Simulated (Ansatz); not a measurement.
# CuAu in Ansatz: the effect of functional

CuAu:

```
CELL_PARAMETERS angstrom
2.86588 0.00000 0.00000
0.00000 2.86588 0.00000
0.00000 0.00000 3.75727
ATOMIC_POSITIONS crystal
Au 0.00000 0.00000 0.00000
Cu 0.50000 0.50000 0.50000
```

The cell isn't the ideal one: volume scaled by 1.06.

Alike in all runs:

| Quantity | Value |
| --- | --- |
| Program | Ansatz 0.2.0 |
| Task | single point |
| Potentials or basis | Ansatz PAW |
| k mesh | 9 × 9 × 7 |
| Occupations | fermi-dirac, width 0.05 eV |
| Spin | no spin polarisation |

| functional | cutoff | pressure (GPa) |
| --- | --- | --- |
| LDA | 420 eV (not typed: the program's choice for these potentials) | -16.1 |
| PBEsol | 420 eV (not typed: the program's choice for these potentials) | -11.4 |
| r2SCAN | 500 eV (not typed: the program's choice for these potentials) | ? |

Question: What does the run with functional r2SCAN give?

Answer: Pressure -8.2 GPa.

Caveats: the PAW data sets come from PBE, with cores solved anew for the run's functional, which leaves a small shift of forces and pressure.
